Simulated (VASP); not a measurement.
# A VASP 6.6.1 single-point calculation on RbBr

INCAR

```
NSW = 0
EDIFF = 1E-7
MAGMOM = 1
NELM = 86
IBRION = -1
LASPH = .TRUE.
NBANDS = 15
GGA = PE
LCHARG = .FALSE.
LREAL = .FALSE.
ISMEAR = -1
PREC = Accurate
ISIF = 2
SIGMA = 0.02
ISPIN = 2
ENCUT = 520
LWAVE = .FALSE.
```

KPOINTS

```
KPOINTS created by Atomic Simulation Environment
0
Gamma
6 6 6
0 0 0
```

POSCAR

```
Rb Br
 1.0000000000000000
     0.0000000000000000    3.8694967701000000    4.0927667337000004
     3.8694967701000000    0.0000000000000000    4.0927667337000004
     3.8694967701000000    3.8694967701000000    0.0000000000000000
 Rb  Br
   1   1
Cartesian
  0.0000000000000000  0.0000000000000000  0.0000000000000000
  1.9347483850500000  1.9347483850500000  2.0463833668500002
```

The recommended PBE PAW datasets give the neutral cell 16 valence electrons.

Command

```
mpirun -np 1 vasp_std
```

Standard output (part)

```
POSCAR found type information on POSCAR RbBr
 POSCAR found :  2 types and       2 ions
|     EEEEEEE  RRRRRR   RRRRRR   OOOOOOO  RRRRRR      ###     ###     ###     |
|     E        R     R  R     R  O     O  R     R     ###     ###     ###     |
|     E        R     R  R     R  O     O  R     R     ###     ###     ###     |
|     EEEEE    RRRRRR   RRRRRR   O     O  RRRRRR       #       #       #      |
|     E        R    R   R    R   O     O  R    R      ###     ###     ###     |
|     EEEEEEE  R     R  R     R  OOOOOOO  R     R     ###     ###     ###     |
|     ERROR: You have set 1 value(s) for MAGMOM; however for                  |
|     spin-polarized calculations (ISPIN=2), MAGMOM has to be a list of       |
|     NIONS values. NIONS=2 in your calculation.                              |
|       ---->  I REFUSE TO CONTINUE WITH THIS SICK JOB ... BYE!!! <----       |
```

VASP stopped before the first electronic step.

Question: What is wrong with this input?

Answer: Too few starting moments. VASP stopped before the first electronic step.
